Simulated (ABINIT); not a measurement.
# InP (F-43m) in ABINIT: notebook

The runs below take InP through equation of state, band structure, with LDA, revPBE, BLYP.

All numbers are computed with ABINIT 10.8.3 (patched build); they aren't measurements. Logs are shortened: lines on timing, memory, paths and dates and some standing lists are left out, and cuts for length are marked. The log counts tension as positive stress, the text compression.

**Measured values to compare with.**

A printed reference work, data compilation reports, for a bulk crystal of InP: band gap 1.4236 eV (direct) at 1.6 K; bulk modulus 71 GPa.

The runs below are set against these values where they give the same quantity.

## 1. The crystal as given

It takes space group F-43m (No. 216, cubic). The conventional cell has a = 5.861 Å, b = 5.861 Å, c = 5.861 Å, α = 90.00°, β = 90.00°, γ = 90.00°. In (site symmetry -43m) has 4 P at 2.54 Å as nearest neighbours. P (site symmetry -43m) is surrounded by 4 In at 2.54 Å.

## 2. Equation of state, LDA

Contents of run.abi:

```
ndtset 7
getwfk -1
scalecart1 3*0.9795861087
scalecart2 3*0.9864848297
scalecart3 3*0.9932883884
scalecart4 3*1.0000000000
scalecart5 3*1.0066227096
scalecart6 3*1.0131594038
scalecart7 3*1.0196128224

pp_dirpath "./"
pseudos "In.hgh, P.hgh"

acell 4.1443528445 4.1443528445 4.1443528445 Angstrom
rprim
     0.0000000000     0.7071067812     0.7071067812
     0.7071067812     0.0000000000     0.7071067812
     0.7071067812     0.7071067812     0.0000000000
ntypat 2
znucl 49 15
natom 2
typat 1 2
xred
     0.0000000000     0.0000000000     0.0000000000
     0.7500000000     0.7500000000     0.7500000000

ecut 24.0

kptopt 1
ngkpt 8 8 8
nshiftk 1
shiftk 0.0 0.0 0.0

ixc 7

nband 8
occopt 3
tsmear 0.00183747

nstep 100
tolvrs 1.0e-10

iomode 3
prtwf 1
prtden 0
prteig 0
prtebands 0
enunit 2
```

Potentials or basis: HGH LDA.

Command:

```
abinit run.abi > log 2>&1
```

run.abo:

```text
.Version 10.8.3 of ABINIT
 DATASET    1 : space group F-4 3 m (#216); Bravais cF (face-center cubic)
================================================================================
 Values of the parameters that define the memory need for DATASET  1.
     intxc =       0    ionmov =       0      iscf =       7    lmnmax =       6
     lnmax =       6     mgfft =      36  mpssoang =       3    mqgrid =    3001
     natom =       2  nloc_mem =       1    nspden =       1   nspinor =       1
    nsppol =       1      nsym =      24    n1xccc =       0    ntypat =       2
    occopt =       3   xclevel =       1
       mpw =        1812          nfft =       46656          nkpt =          29
================================================================================
================================================================================
[... 61 lines left out ...]
 DATASET    7 : space group F-4 3 m (#216); Bravais cF (face-center cubic)
================================================================================
 Values of the parameters that define the memory need for DATASET  7.
     intxc =       0    ionmov =       0      iscf =       7    lmnmax =       6
     lnmax =       6     mgfft =      36  mpssoang =       3    mqgrid =    3001
     natom =       2  nloc_mem =       1    nspden =       1   nspinor =       1
    nsppol =       1      nsym =      24    n1xccc =       0    ntypat =       2
    occopt =       3   xclevel =       1
       mpw =        2035          nfft =       46656          nkpt =          29
================================================================================
================================================================================

--------------------------------------------------------------------------------
------------- Echo of variables that govern the present computation ------------
--------------------------------------------------------------------------------
 -outvars: echo values of preprocessed input variables --------
            acell      7.8316918452E+00  7.8316918452E+00  7.8316918452E+00 Bohr
              amu      1.14820000E+02  3.09737620E+01
             ecut      2.40000000E+01 Hartree
           enunit           2
           getwfk          -1
              ixc           7
           jdtset        1    2    3    4    5    6    7
         kptrlatt        8    0    0      0    8    0      0    0    8
          kptrlen1     6.13745323E+01
          kptrlen2     6.18067616E+01
          kptrlen3     6.22330286E+01
          kptrlen4     6.26535348E+01
          kptrlen5     6.30684709E+01
          kptrlen6     6.34780179E+01
          kptrlen7     6.38823474E+01
            natom           2
            nband           8
           ndtset           7
            ngfft          36      36      36
             nkpt          29
            nstep         100
             nsym          24
           ntypat           2
           occopt           3
           prtden           0
        prtebands           0
           prteig           0
            rprim1     0.0000000000E+00  6.9267198023E-01  6.9267198023E-01
                       6.9267198023E-01  0.0000000000E+00  6.9267198023E-01
                       6.9267198023E-01  6.9267198023E-01  0.0000000000E+00
            rprim2     0.0000000000E+00  6.9755011263E-01  6.9755011263E-01
                       6.9755011263E-01  0.0000000000E+00  6.9755011263E-01
                       6.9755011263E-01  6.9755011263E-01  0.0000000000E+00
            rprim3     0.0000000000E+00  7.0236095512E-01  7.0236095512E-01
                       7.0236095512E-01  0.0000000000E+00  7.0236095512E-01
                       7.0236095512E-01  7.0236095512E-01  0.0000000000E+00
            rprim4     0.0000000000E+00  7.0710678120E-01  7.0710678120E-01
                       7.0710678120E-01  0.0000000000E+00  7.0710678120E-01
                       7.0710678120E-01  7.0710678120E-01  0.0000000000E+00
            rprim5     0.0000000000E+00  7.1178974407E-01  7.1178974407E-01
                       7.1178974407E-01  0.0000000000E+00  7.1178974407E-01
                       7.1178974407E-01  7.1178974407E-01  0.0000000000E+00
            rprim6     0.0000000000E+00  7.1641188486E-01  7.1641188486E-01
                       7.1641188486E-01  0.0000000000E+00  7.1641188486E-01
                       7.1641188486E-01  7.1641188486E-01  0.0000000000E+00
            rprim7     0.0000000000E+00  7.2097514092E-01  7.2097514092E-01
                       7.2097514092E-01  0.0000000000E+00  7.2097514092E-01
                       7.2097514092E-01  7.2097514092E-01  0.0000000000E+00
          spgroup         216
           tolvrs      1.00000000E-10
           tsmear      1.83747000E-03 Hartree
            typat      1  2
           xangst1     0.0000000000E+00  0.0000000000E+00  0.0000000000E+00
                       4.3060156374E+00  4.3060156374E+00  4.3060156374E+00
           xangst2     0.0000000000E+00  0.0000000000E+00  0.0000000000E+00
                       4.3363406902E+00  4.3363406902E+00  4.3363406902E+00
           xangst3     0.0000000000E+00  0.0000000000E+00  0.0000000000E+00
                       4.3662474334E+00  4.3662474334E+00  4.3662474334E+00
           xangst4     0.0000000000E+00  0.0000000000E+00  0.0000000000E+00
                       4.3957500000E+00  4.3957500000E+00  4.3957500000E+00
           xangst5     0.0000000000E+00  0.0000000000E+00  0.0000000000E+00
                       4.4248617758E+00  4.4248617758E+00  4.4248617758E+00
           xangst6     0.0000000000E+00  0.0000000000E+00  0.0000000000E+00
                       4.4535954493E+00  4.4535954493E+00  4.4535954493E+00
           xangst7     0.0000000000E+00  0.0000000000E+00  0.0000000000E+00
                       4.4819630641E+00  4.4819630641E+00  4.4819630641E+00
            xcart1     0.0000000000E+00  0.0000000000E+00  0.0000000000E+00
                       8.1371902485E+00  8.1371902485E+00  8.1371902485E+00
            xcart2     0.0000000000E+00  0.0000000000E+00  0.0000000000E+00
                       8.1944962931E+00  8.1944962931E+00  8.1944962931E+00
            xcart3     0.0000000000E+00  0.0000000000E+00  0.0000000000E+00
                       8.2510118470E+00  8.2510118470E+00  8.2510118470E+00
            xcart4     0.0000000000E+00  0.0000000000E+00  0.0000000000E+00
                       8.3067636180E+00  8.3067636180E+00  8.3067636180E+00
            xcart5     0.0000000000E+00  0.0000000000E+00  0.0000000000E+00
                       8.3617769012E+00  8.3617769012E+00  8.3617769012E+00
            xcart6     0.0000000000E+00  0.0000000000E+00  0.0000000000E+00
                       8.4160756748E+00  8.4160756748E+00  8.4160756748E+00
            xcart7     0.0000000000E+00  0.0000000000E+00  0.0000000000E+00
                       8.4696826976E+00  8.4696826976E+00  8.4696826976E+00
             xred      0.0000000000E+00  0.0000000000E+00  0.0000000000E+00
                       7.5000000000E-01  7.5000000000E-01  7.5000000000E-01
            znucl       49.00000   15.00000

================================================================================

 chkinp: Checking input parameters for consistency, jdtset=   1.

 chkinp: Checking input parameters for consistency, jdtset=   2.

 chkinp: Checking input parameters for consistency, jdtset=   3.

 chkinp: Checking input parameters for consistency, jdtset=   4.
[... 22 lines left out ...]
 Real(R)+Recip(G) space primitive vectors, cartesian coordinates (Bohr,Bohr^-1):
 R(1)=  0.0000000  5.4247935  5.4247935  G(1)= -0.0921694  0.0921694  0.0921694
 R(2)=  5.4247935  0.0000000  5.4247935  G(2)=  0.0921694 -0.0921694  0.0921694
 R(3)=  5.4247935  5.4247935  0.0000000  G(3)=  0.0921694  0.0921694 -0.0921694
 Unit cell volume ucvol=  3.1928582E+02 bohr^3
 Angles (23,13,12)=  6.00000000E+01  6.00000000E+01  6.00000000E+01 degrees

 getcut: wavevector=  0.0000  0.0000  0.0000  ngfft=  36  36  36
         ecut(hartree)=     24.000   => boxcut(ratio)=   2.12781

--- Pseudopotential description ------------------------------------------------
- pspini: atom type   1  psp file is ./In.hgh
    3    1    2    0      2001   0.00000      pspcod,pspxc,lmax,lloc,mmax,r2well

 pspatm : COMMENT -
  the projectors are not normalized,
  so that the KB energies are not consistent with
  definition in PRB44, 8503 (1991).
  However, this does not influence the results obtained hereafter.

- pspini: atom type   2  psp file is ./P.hgh
    3    1    1    0      2001   0.00000      pspcod,pspxc,lmax,lloc,mmax,r2well

 pspatm : COMMENT -
  the projectors are not normalized,
  so that the KB energies are not consistent with
  definition in PRB44, 8503 (1991).
  However, this does not influence the results obtained hereafter.

   1.17880320E+02                                ecore*ucvol(ha*bohr**3)
--------------------------------------------------------------------------------

================================================================================

--- !BeginCycle
iteration_state: {dtset: 1, }
solver: {iscf: 7, nstep: 100, nline: 4, wfoptalg: 0, }
tolerances: {tolvrs: 1.00E-10, }
...

     iter   Etot(hartree)      deltaE(h)  residm     vres2
 ETOT  1  -8.6751578044505    -8.675E+00 2.348E-02 1.536E+02
 ETOT  2  -8.7058632350945    -3.071E-02 2.727E-03 9.734E+00
 ETOT  3  -8.7072017957335    -1.339E-03 5.844E-04 1.176E+00
 ETOT  4  -8.7073206244295    -1.188E-04 1.001E-04 1.340E-02
 ETOT  5  -8.7073216743531    -1.050E-06 1.580E-04 8.212E-05
 ETOT  6  -8.7073216812229    -6.870E-09 1.948E-05 7.191E-07
 ETOT  7  -8.7073216812838    -6.094E-11 3.726E-05 1.352E-08
 ETOT  8  -8.7073216812850    -1.153E-12 1.300E-05 3.961E-10
 ETOT  9  -8.7073216812850    -7.283E-14 9.324E-06 1.616E-11
[... 1029 lines left out ...]
 Cartesian components of stress tensor (hartree/bohr^3)
  sigma(1 1)=  2.42397914E-04  sigma(3 2)=  0.00000000E+00
  sigma(2 2)=  2.42397914E-04  sigma(3 1)=  0.00000000E+00
  sigma(3 3)=  2.42397914E-04  sigma(2 1)=  0.00000000E+00

-Cartesian components of stress tensor (GPa)         [Pressure= -7.1316E+00 GPa]
- sigma(1 1)=  7.13159284E+00  sigma(3 2)=  0.00000000E+00
- sigma(2 2)=  7.13159284E+00  sigma(3 1)=  0.00000000E+00
- sigma(3 3)=  7.13159284E+00  sigma(2 1)=  0.00000000E+00

== END DATASET(S) ==============================================================
================================================================================

 -outvars: echo values of variables after computation  --------
            acell      7.8316918452E+00  7.8316918452E+00  7.8316918452E+00 Bohr
           etotal1    -8.7073216813E+00
           etotal2    -8.7070323707E+00
           etotal3    -8.7064292681E+00
           etotal4    -8.7055479803E+00
           etotal5    -8.7044188803E+00
           etotal6    -8.7030706222E+00
           etotal7    -8.7015300481E+00
            fcart1    -0.0000000000E+00 -0.0000000000E+00 -0.0000000000E+00
                      -0.0000000000E+00 -0.0000000000E+00 -0.0000000000E+00
            fcart2    -0.0000000000E+00 -0.0000000000E+00 -0.0000000000E+00
                      -0.0000000000E+00 -0.0000000000E+00 -0.0000000000E+00
            fcart3    -0.0000000000E+00 -0.0000000000E+00 -0.0000000000E+00
                      -0.0000000000E+00 -0.0000000000E+00 -0.0000000000E+00
            fcart4    -0.0000000000E+00 -0.0000000000E+00 -0.0000000000E+00
                      -0.0000000000E+00 -0.0000000000E+00 -0.0000000000E+00
            fcart5    -0.0000000000E+00 -0.0000000000E+00 -0.0000000000E+00
                      -0.0000000000E+00 -0.0000000000E+00 -0.0000000000E+00
            fcart6    -0.0000000000E+00 -0.0000000000E+00 -0.0000000000E+00
                      -0.0000000000E+00 -0.0000000000E+00 -0.0000000000E+00
            fcart7    -0.0000000000E+00 -0.0000000000E+00 -0.0000000000E+00
                      -0.0000000000E+00 -0.0000000000E+00 -0.0000000000E+00
            rprim1     0.0000000000E+00  6.9267198023E-01  6.9267198023E-01
[... 30 lines left out ...]
           strten6     2.1580012018E-04  2.1580012018E-04  2.1580012018E-04
                       0.0000000000E+00  0.0000000000E+00  0.0000000000E+00
           strten7     2.4239791368E-04  2.4239791368E-04  2.4239791368E-04
                       0.0000000000E+00  0.0000000000E+00  0.0000000000E+00
           xangst1     0.0000000000E+00  0.0000000000E+00  0.0000000000E+00
                       4.3060156374E+00  4.3060156374E+00  4.3060156374E+00
           xangst2     0.0000000000E+00  0.0000000000E+00  0.0000000000E+00
                       4.3363406902E+00  4.3363406902E+00  4.3363406902E+00
           xangst3     0.0000000000E+00  0.0000000000E+00  0.0000000000E+00
                       4.3662474334E+00  4.3662474334E+00  4.3662474334E+00
           xangst4     0.0000000000E+00  0.0000000000E+00  0.0000000000E+00
                       4.3957500000E+00  4.3957500000E+00  4.3957500000E+00
           xangst5     0.0000000000E+00  0.0000000000E+00  0.0000000000E+00
                       4.4248617758E+00  4.4248617758E+00  4.4248617758E+00
           xangst6     0.0000000000E+00  0.0000000000E+00  0.0000000000E+00
                       4.4535954493E+00  4.4535954493E+00  4.4535954493E+00
           xangst7     0.0000000000E+00  0.0000000000E+00  0.0000000000E+00
                       4.4819630641E+00  4.4819630641E+00  4.4819630641E+00
             xred      0.0000000000E+00  0.0000000000E+00  0.0000000000E+00
                       7.5000000000E-01  7.5000000000E-01  7.5000000000E-01
 Calculation completed.
```

It took 66 s on 1 thread of Arm Neoverse V1, shared host; peak memory 0.12 GiB.

What came out:

| Item | Value |
| --- | --- |
| Equilibrium volume | 23.49 Å³/atom (rough: see the caveat) |
| Bulk modulus | 74 GPa (rough) |

Energy against volume, from the lowest point:
```
volume (Å³/atom)  energy (meV/atom)
          23.657               0.00
          24.160               3.94
          24.663              12.14
          25.167              24.13
          25.670              39.49
          26.173              57.84
          26.677              78.80
```

Caveat: pressures at fixed basis lie under the slope of the energies; the minimum lies outside the volumes run; HGH potentials are hard and often keep d shells in the core, so these values are rough.

## 3. Band structure, revPBE

Contents of run.abi:

```
ndtset 2

pp_dirpath "./"
pseudos "In.GGA_PBE-JTH.xml, P.GGA_PBE-JTH.xml"

acell 7.83169184 7.83169184 7.83169184
rprim
     0.0000000000     0.7071067812     0.7071067812
     0.7071067812     0.0000000000     0.7071067812
     0.7071067812     0.7071067812     0.0000000000
ntypat 2
znucl 49 15
natom 2
typat 1 2
xcart
     0.0000000000     0.0000000000     0.0000000000
     4.3957500000     4.3957500000     4.3957500000 Angstrom

ecut 544.227725 eV
pawecutdg 40.0

ixc 14

occopt 3
tsmear 0.05 eV

nstep 100

iomode 3
prtwf 0
prteig 0
prtebands 0
enunit 1
prtden1 1

kptopt1 1
ngkpt1 8 8 8
nshiftk1 1
shiftk1 0.0 0.0 0.0
nband1 13
tolvrs1 1.0e-9

iscf2 -2
getden2 1
nband2 17
nbdbuf2 2
tolwfr2 1.0e-12
kptopt2 -9
ndivsm2 5
prteig2 1
kptbounds2
     0.0000000000     0.0000000000     0.0000000000
     0.5000000000     0.0000000000     0.5000000000
     0.5000000000     0.2500000000     0.7500000000
     0.3750000000     0.3750000000     0.7500000000
     0.0000000000     0.0000000000     0.0000000000
     0.5000000000     0.5000000000     0.5000000000
     0.6250000000     0.2500000000     0.6250000000
     0.5000000000     0.2500000000     0.7500000000
     0.5000000000     0.5000000000     0.5000000000
     0.3750000000     0.3750000000     0.7500000000
```

Potentials or basis: JTH PAW PBE v2.0.

Command:

```
abinit run.abi > log 2>&1
```

Wall time 53 s (1 thread of Arm Neoverse V1, shared host); peak memory 0.13 GiB.

The run converged. Its results:

| Item | Value |
| --- | --- |
| Free energy | -1759.4804 eV |
| Band gap on the k mesh | 0.79 eV, direct |
| Valence electrons inside the program's atomic spheres | In 11.24; P 1.58 |

Levels at the corners of the path, in eV from the valence-band top:
```tsv
point	band 5	band 6	band 7	band 8	band 9	band 10	band 11	band 12	band 13	band 14
Γ	-14.06	-11.51	0.00	0.00	0.00	0.79	4.11	4.11	4.11	8.74
X	-14.02	-9.14	-5.73	-2.32	-2.32	1.85	2.33	9.31	9.62	9.62
W	-14.04	-9.06	-5.58	-2.93	-2.89	4.36	4.40	5.62	6.28	10.26
K	-14.04	-9.15	-5.58	-3.28	-1.94	2.43	4.43	7.53	7.61	8.34
Γ	-14.06	-11.51	0.00	0.00	0.00	0.79	4.11	4.11	4.11	8.74
L	-14.05	-9.79	-5.70	-0.97	-0.97	1.57	4.84	4.84	7.22	9.60
U	-14.04	-9.15	-5.58	-3.28	-1.94	2.43	4.43	7.53	7.61	8.34
W	-14.04	-9.06	-5.58	-2.93	-2.89	4.36	4.40	5.62	6.28	10.26
L	-14.05	-9.79	-5.70	-0.97	-0.97	1.57	4.84	4.84	7.22	9.60
K	-14.04	-9.15	-5.58	-3.28	-1.94	2.43	4.43	7.53	7.61	8.34
```

Caveat: the cutoff is too short for stress, so the log's stress isn't used; the PAW data sets were made with another functional, which shifts forces and pressure a little; spin-orbit coupling is left out, which moves the levels of the heavy elements.

(Continued in part 2 of 2.)
